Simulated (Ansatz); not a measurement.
# Cadmium, omega (AlB2-type) under PBE: from relaxation to bulk modulus

What does PBE give for cadmium in the omega (AlB2-type) structure? We relax it, solve it on a dense k-mesh, then scale the cell to 7 volumes from 88 to 112 % of the relaxed one and try a fit of the equation of state. Spin polarisation is left out. The k-meshes are 7×7×10 for the relaxation; 9×9×13 for the dense run; 9×9×13 for the volumes.

Computed with Ansatz 0.2.0 (DFT PBE, plane waves (420 eV) with PAW, scalar-relativistic, unless a step says otherwise).

## Step 1: The system as given

It takes space group P6/mmm (No. 191, hexagonal). The conventional cell has a = 4.959 Å, b = 4.959 Å, c = 3.040 Å, α = 90.00°, β = 90.00°, γ = 120.00°. Cd (site symmetry 6/mmm) has 14 Cd at 3.04 to 3.24 Å as nearest neighbours. Cd (site symmetry -6m2) is surrounded by 11 Cd at 2.86 to 3.24 Å.

Coordinates:

```cif
data_structure
_symmetry_space_group_name_H-M 'P 1'
_symmetry_Int_Tables_number 1
_cell_length_a 4.9594
_cell_length_b 4.9594
_cell_length_c 3.0401
_cell_angle_alpha 90.000
_cell_angle_beta 90.000
_cell_angle_gamma 120.000
_cell_volume 64.76
loop_
_atom_site_label
_atom_site_type_symbol
_atom_site_fract_x
_atom_site_fract_y
_atom_site_fract_z
_atom_site_occupancy
Cd1 Cd 0.00000 0.00000 0.00000 1
Cd2 Cd 0.33333 0.66667 0.50000 1
Cd3 Cd 0.66667 0.33333 0.50000 1
```

## Step 2: Geometry optimisation

input.yaml

```yaml
crystal:
  lattice:
    - [4.959407163, 0.0, 0.0]
    - [-2.4797035815, 4.2949725909, 0.0]
    - [0.0, 0.0, 3.0401165909]
  atoms:
    - { symbol: Cd, position: [0.0, 0.0, 0.0] }
    - { symbol: Cd, position: [0.3333333333, 0.6666666667, 0.5] }
    - { symbol: Cd, position: [0.6666666667, 0.3333333333, 0.5] }
hamiltonian:
  xc: pbe
  pseudopotentials:
    kind: paw
    azcp:
      Cd: "pseudopotentials/Cd.paw.azcp"
basis:
  ecutwfc: 420
  fft_grid_basis: typed
kpoints:
  mp_grid: { grid: [7, 7, 10], shift: [0, 0, 0] }
magnetization:
  spin_polarized: false
scf:
  occupations: { method: fermi_dirac, width: 0.1 }
relax:
  max_steps: 60
  f_tol: 0.01
  cell: {}
```

The runs that follow: Single point on a dense mesh; At 88 % of the relaxed volume; At 92 % of the relaxed volume; At 96 % of the relaxed volume; At 100 % of the relaxed volume; At 104 % of the relaxed volume; At 108 % of the relaxed volume; At 112 % of the relaxed volume.

**Question.** What will these runs give? Wanted: space group; conventional cell; volume; shortest distance; gap on the mesh; relative to hcp; V₀, B₀, B₀′.

The runs gave:

```
                      quantity                                   value
space group (spins left aside)                        P6/mmm (No. 191)
             conventional cell  a = 5.146 Å, c = 3.095 Å (c/a = 0.602)
                        volume                          23.660 Å³/atom
             shortest distance                                 2.971 Å
               gap on the mesh            none (levels filled in part)
               relative to hcp                            +61 meV/atom
                   V₀, B₀, B₀′             23.661 Å³/atom, 35 GPa, 6.3
```

The relaxation enlarged the cell by 9.6 % in volume. Against the reference form of cadmium (hcp, computed apart with the same settings) it stands 61 meV/atom higher. Levels at the Fermi energy are filled in part, as in a metal. B₀ comes out at 35 GPa; letting shape and positions relax at each volume could only lower it. Relaxation kept the symmetry; phonons were not checked.
